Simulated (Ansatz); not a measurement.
# TaN: the cost of one run

Computed with Ansatz 0.2.0 (DFT PBEsol, scalar-relativistic, plane waves, PAW, unless a step's input says otherwise).

6 further runs of the same task are left out: 5 that didn't finish, 1 set aside as unsound or not needed.

**1. The structure to begin with**

It takes space group P6/mmm (No. 191, hexagonal). Conventional cell: a = 5.205 Å, b = 5.205 Å, c = 2.904 Å, α = 90.00°, β = 90.00°, γ = 120.00°. Around Ta (site symmetry 6/mmm) lie 6 N at 2.60 Å and 2 Ta at 2.90 Å. Around Ta (site symmetry -6m2) lie 6 N at 2.09 Å. Around N (site symmetry mmm) lie 6 Ta at 2.09 to 2.60 Å.

As a file:

```
Ta N
1.0
     5.20509    0.00000    0.00000
    -2.60254    4.50774    0.00000
     0.00000    0.00000    2.90359
Ta N
3 3
Direct
  0.00000 0.00000 0.00000
  0.33333 0.66667 0.50000
  0.66667 0.33333 0.50000
  0.50000 0.00000 0.00000
  0.50000 0.50000 0.00000
  0.00000 0.50000 0.00000
```

It is the result of an earlier relaxation at this level (volume 11.35 Å³/atom; gap on the mesh: none (metal)).

**2. Zero of energy**

The reference gives a free energy of -30560.2592 eV, pressure -0.01 GPa, largest force 0.000 eV/Å and gap on the mesh none (metal). It was computed beforehand with the settings of the runs below.

**3. Setting up a two-dimensional strain map**

The cell is strained by p along both x and y and by q along z, with fractional coordinates fixed.

**4. At p = -0.080, q = -0.080**

File input.yaml:

```yaml
crystal:
  lattice:
    - [4.7886822599, 0.0, 0.0]
    - [-2.39434113, 4.1471204878, 0.0]
    - [0.0, 0.0, 2.6713004028]
  atoms:
    - { symbol: Ta, position: [0.0, 0.0, 0.0] }
    - { symbol: Ta, position: [0.3333333333, 0.6666666667, 0.5] }
    - { symbol: Ta, position: [0.6666666667, 0.3333333333, 0.5] }
    - { symbol: "N", position: [0.5, 0.0, 0.0] }
    - { symbol: "N", position: [0.5, 0.5, 0.0] }
    - { symbol: "N", position: [0.0, 0.5, 0.0] }
basis:
  ecutwfc: 420
kpoints:
  mp_grid: { grid: [12, 12, 16] }
hamiltonian:
  xc: pbesol
scf:
  occupations: { method: gaussian, width: 0.15 }
output:
  forces: true
  stress: true
  eigenvalues: true
```

Run with:

```bash
> ansatz run input.yaml --threads 2 --pin off --max-ram 5120MiB --backend cpu --events-out ev --progress --plain --runs-dir out
```

**Question.** How long does this run take on 2 threads of Intel Xeon at 2.50GHz (Skylake/Cascade Lake), shared host, and how much memory does it need?

About 15 s, with a peak of 0.52 GiB.
